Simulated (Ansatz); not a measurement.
# Ge: other elements on the same sites

One table from this session's results is given with a row withheld; the runs are named, their logs left out.

Program: Ansatz 0.2.0. Level of theory: DFT PBEsol, scalar-relativistic, plane waves, PAW. These are calculated values, not measurements.

2 further runs of the same task are left out: 2 set aside as unsound or not needed.

## The system as given

It takes space group P6_3/mmc (No. 194, hexagonal). The conventional cell has a = 3.997 Å, b = 3.997 Å, c = 6.596 Å, α = 90.00°, β = 90.00°, γ = 120.00°. Around Ge (site symmetry 3m) lie 4 Ge at 2.45 to 2.47 Å.

Structure file:

```
Ge
1.0
     3.99697    0.00000    0.00000
    -1.99848    3.46148    0.00000
     0.00000    0.00000    6.59637
Ge
4
Direct
  0.66667 0.33333 0.06291
  0.33333 0.66667 0.56291
  0.66667 0.33333 0.43709
  0.33333 0.66667 0.93709
```

It goes back to an entry of the Materials Project, which need not be the stable form.

It is the result of an earlier relaxation at this level (volume 22.82 Å³/atom; gap on the mesh: none (metal)).

The first run:

The input, input.yaml:

```yaml
crystal:
  lattice:
    - [4.4107387279, 0.0, 0.0]
    - [-2.205369364, 3.8198117878, 0.0]
    - [0.0, 0.0, 7.279228709]
  atoms:
    - { symbol: Mn, position: [0.6666666667, 0.3333333333, 0.0629118567], spin: 4.0 }
    - { symbol: Mn, position: [0.3333333333, 0.6666666667, 0.5629118567], spin: 4.0 }
    - { symbol: Mn, position: [0.6666666667, 0.3333333333, 0.4370881433], spin: 4.0 }
    - { symbol: Mn, position: [0.3333333333, 0.6666666667, 0.9370881433], spin: 4.0 }
basis:
  ecutwfc: 420
kpoints:
  mp_grid: { grid: [6, 6, 4] }
hamiltonian:
  xc: pbesol
scf:
  occupations: { method: gaussian, width: 0.1 }
  lower_state_search: "off"
output:
  forces: true
  stress: true
  eigenvalues: true
  populations: true
magnetization:
  spin_polarized: true
```

On the command line:

```bash
> ansatz run input.yaml --threads 1 --pin off --max-ram 2560MiB --backend cpu --events-out ev --progress --plain --runs-dir out
```

Steps of the session up to this table: A first look at the start (Mn); Relaxing cell and atoms (Mn); Relaxation repeated (Mn); Probe: one point at the start (As); Coarse relaxation (As); Full relaxation (As).

One of the session's tables, all rows but one given; the rest of the session is left out.

```
   swap  volume (Å³/atom)  a (Å)  b (Å)  c (Å)
   none             22.82  3.997  3.997  6.596
Ge → Zr             30.10  5.066  5.066  5.418
Ge → Ir             20.97  3.927  3.927  6.281
Ge → Mn             10.88  2.474  2.474  8.213
Ge → As                 ?      ?      ?      ?
```

Estimate the missing values for Ge → As.

As computed: volume (Å³/atom): 25.28; a (Å): 4.548; b (Å): 4.548; c (Å): 5.643. In the column «volume (Å³/atom)» it lies between none (22.82) and Ge → Zr (30.10).

Lengths are those of the computed cell. Rows of earlier swaps come from the sessions before.

To keep in mind: Some metallic runs here have no spin polarisation while others do, so their energies compare only roughly. Warnings in the runs' records: seeded moment not kept, structure snapped to symmetry.
